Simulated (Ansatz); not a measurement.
# AlCo (Pm-3m): modes against biaxial strain in the (111) plane, part 3 of 3

Wanted: the shifts of the zone-centre modes of AlCo (Pm-3m) with strain.

Ansatz 0.2.0; DFT PBEsol, scalar-relativistic, plane waves, PAW; PAW set soft_1.

So far, highest optical mode at the zone centre (no LO-TO term) (cm⁻¹): step 4 (zone-centre response at rest) 340; step 6 (strain 4 %) 357.

## 8. Modes of this member: biaxial strain of -4 % in the (111) plane

The zone-centre modes follow for biaxial strain of -4 % in the (111) plane.

The input, input.yaml:

```yaml
crystal:
  lattice:
    - [2.7690345474, 0.059713976, 0.059713976]
    - [0.059713976, 2.7690345474, 0.059713976]
    - [0.059713976, 0.059713976, 2.7690345474]
  atoms:
    - { symbol: Al, position: [0.0, 0.0, 0.0] }
    - { symbol: Co, position: [0.5, 0.5, 0.5] }
kpoints:
  mp_grid: { grid: [16, 16, 16] }
hamiltonian:
  xc: pbesol
  pseudopotentials: { kind: paw, azcp: { folder: soft_1 }, xc_functional: pbe }
scf:
  occupations: { method: methfessel_paxton, width: 0.2 }
output:
  eigenvalues: true
phonons:
  method: dfpt
```

Command:

```bash
$ ansatz run input.yaml --threads 4 --pin off --max-ram 10240MiB --backend cpu --events-out ev --progress --plain --runs-dir out
```

Numbers of over 12 decimals in the logs are rounded to 6 here.

The program printed:

```text
[...]
Crystal: 2 atoms, lattice volume = 21.203 Å³
Basis set: ecut = 420 eV, 419 PW (Γ), exchange–correlation on 40×40×40 points (8 copies of the dense FFT grid, shifted against one another)
Bands: 14, of which v1, the nominal top of the filled ones, is band 10 counted from 1 (9 counted from 0)
Symmetry: 12 space group operations
k-points: 1098 of 4096 (irreducible under 2 space group operations, time reversal used)
[...]
k-point 2: bands = [... 6 lower, 12.5875, 14.7236, 14.8180, 15.0331, 20.1523, 22.6633, 22.8747, 24.9750]
  k-point 1097: bands = [... 6 lower, 11.6224, 15.6649, 15.6649, 17.4372, 18.6116, 18.6116, 21.0711, 21.1631]
[...]
ASR residual: 5.961e-6 → 0.000e0 eV/Å²; symmetrization residual: 6.764e-7 eV/Å²
  ASR residual per site (eV/Å²): 4.47e-6 5.96e-6
  Γ frequencies (cm⁻¹): 0.00 0.00 0.00 316.69 406.18 406.18
[...]
[key lines of the parts left out:]
SCF converged after 9 iterations
Free energy (F): -5618.668972 eV
Fermi energy:    15.922557 eV
```

The job ended after 17 s (4 threads of Arm Neoverse V2, shared host; peak memory 1.2 GiB; 63 s of CPU time).

Numbers from this step:

```yaml
sum_rule_residual_before_enforcement: 5.96e-6 eV/Å²
highest_optical_mode_at_the_zone_centre_no_lo_to_term: 406.2 cm⁻¹
lowest_optical_zone_centre_mode: 316.7 cm⁻¹
```

Patterns of degenerate modes are one choice out of their space. The modes at Γ (shares of kinetic energy by element, %):

```
mode  frequency (cm⁻¹)  symmetry  Al %  Co %
   1               0.0  acoustic    31    69
   2               0.0  acoustic    31    69
   3               0.0  acoustic    31    69
   4             316.7       A2u    69    31
   5             406.2        Eu    69    31
   6             406.2        Eu    69    31
```

The lowest optical mode is real, 317 cm⁻¹, and the highest lies at 406.2 cm⁻¹.

For the highest optical mode at the zone centre (no LO-TO term), step 4 gave 340 cm⁻¹; this run, with strain -4 %, gives 406 cm⁻¹ (+19 %).

## 9. The series together

The members are set side by side, also those not shown above.

Stress is positive in compression; energies are extrapolated to zero smearing, and E0 is that at rest; the edges not held and the atoms are relaxed in each cell; all runs use 16×16×16 k points and Methfessel-Paxton smearing of 0.2 eV. State of the crystal along the series:

```
strain (%)  in-plane stress (GPa)  free strain along [111] (%)  E - E0 (meV/atom)
        -4                  20.55                        2.348              54.41
        -3                  14.92                        1.652              29.97
        -2                  9.607                        1.038              13.02
        -1                  4.625                       0.4919              3.173
         0                5.46e-4                            0                  0
         1                 -4.273                      -0.4435              3.062
         2                 -8.213                      -0.8419              11.94
         3                 -11.83                       -1.198              26.24
         4                 -15.13                       -1.521              45.61
```

Optical modes are counted from below at rest and tracked from member to member by their patterns, and modes that stay within 0.3 cm⁻¹ of each other stand once; labels, where given, are those at rest; the edges not held and the atoms are relaxed in each cell; all runs use 16×16×16 k points and Methfessel-Paxton smearing of 0.2 eV. Optical modes along the series:

```
strain (%)  optical mode 1 T1u, doublet (cm⁻¹)  optical mode 2 T1u, singlet (cm⁻¹)
        -4                               406.2                               316.7
        -3                               389.6                               323.2
        -2                                 373                               329.2
        -1                               356.4                               334.7
         0                               339.9                               339.9
         1                               323.5                               344.7
         2                               307.2                               349.1
         3                                 291                                 353
         4                               274.9                               356.5
```

Value and slope at zero strain of a cubic (a lower polynomial where under five rows exist) through the rows within 2 % of rest. Slopes at rest:

```
                       mode  frequency (cm⁻¹)  shift per percent of strain (cm⁻¹)  shift per GPa of compressive stress (cm⁻¹)
optical mode 1 T1u, doublet             339.9                              -16.46                                         3.7
optical mode 2 T1u, singlet             339.9                                5.01                                       -1.13
```

## 10. What came out

```yaml
members: 9
highest_optical_mode_at_the_zone_centre_no_lo_to_term_at_rest: 339.9 cm⁻¹
biaxial_modulus_in_the_111_plane: 445 GPa
optical_mode_1_t1u_doublet_shift_per_percent: -16.46 cm⁻¹
optical_mode_2_t1u_singlet_shift_per_percent: 5.01 cm⁻¹
```

What this shows: The stress changes by 4.45 GPa for each percent, a biaxial modulus of 445 GPa in the (111) plane. For each percent the free edge responds with -0.47 %. The strain lowers the symmetry: the level at 339.9 cm⁻¹ splits, into 406.2 and 316.7 cm⁻¹ at -4 %. The fastest shift in the table of slopes is -16.5 cm⁻¹ for each percent (optical mode 1 T1u, doublet), or 3.7 cm⁻¹ for each GPa of compressive stress. For small strain, the measured shift of a line that Raman or infrared light can see, divided by its slope, estimates the stress, if the state of stress is of this kind. These are harmonic frequencies at zero temperature: anharmonic shifts, linewidths and thermal expansion are left out. With no gap, or one that is small against the smearing, the frequencies hang on the k mesh and the smearing, most of all near Kohn anomalies. The runs are without spin polarisation, although Co often carries a moment. The PAW files were made for PBE; the program adapts parts of them to the functional of the run, but their partial waves stay those of PBE, an approximation that was not tested in this session. Only the zone centre was solved, so an instability at another wavevector cannot show here.

[Logs are printed without paths, hosts, clocks, repeated set-up lines and the standing remarks that a program may print on its own settings, such as how far it seeks lower states.]

[Hosts, paths, dates, database ids (printed as entryN), source tags and the programs' standing remarks are cut or masked in the printed files.]
